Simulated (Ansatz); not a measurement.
# Cu under changes of volume

One of the cells (11.436 Å³/atom); the others are scaled copies at fixed shape and fractional positions:

```
Cu
1.0
     2.53410    0.00000    0.00000
    -1.26705    2.19459    0.00000
     0.00000    0.00000    4.11257
Cu
2
Direct
  0.66667 0.33333 0.75000
  0.33333 0.66667 0.25000
```

This isn't the form of Cu at room conditions, which is fcc.

```yaml
Program: Ansatz 0.2.0
Functional: LDA
Potentials_or_basis: all-electron LAPW, scalar-relativistic
Cutoff: 304 eV (chosen from the basis error)
Basis_error_allowed: 0.001 eV/atom
k_mesh: 12 × 12 × 7
Occupations: fermi-dirac, width 0.05 eV
Spin: no spin polarisation
```

| volume (Å³/atom) | energy over the lowest point (meV/atom) | pressure (GPa) |
| --- | --- | --- |
| 10.749 | 1.01 | 2.8 |
| 10.978 | 0.00 | -1.2 |
| 11.207 | 4.36 | -4.8 |
| 11.436 | 13.47 | -7.9 |
| 11.664 | ? | ? |
| 11.893 | 43.73 | -13.0 |
| 12.122 | 63.96 | -15.2 |

Problem. What does the run at 11.664 Å³/atom give?

Solution. Energy over the lowest point 26.77 meV/atom; pressure -10.6 GPa.

Worked out: A Birch-Murnaghan fit of order 3 (a polynomial in V^(-2/3)) to the other rows has its minimum at 10.90 Å³/atom with B0 = V·E''(V) = 187 GPa and B' = 5.0 at fixed shape and positions, which overstates the stiffness. It gives 26.73 meV/atom at 11.664 Å³/atom, against the run's 26.77, and -dE/dV = -10.6 GPa, against -10.6.

Energies are extrapolated to zero smearing.
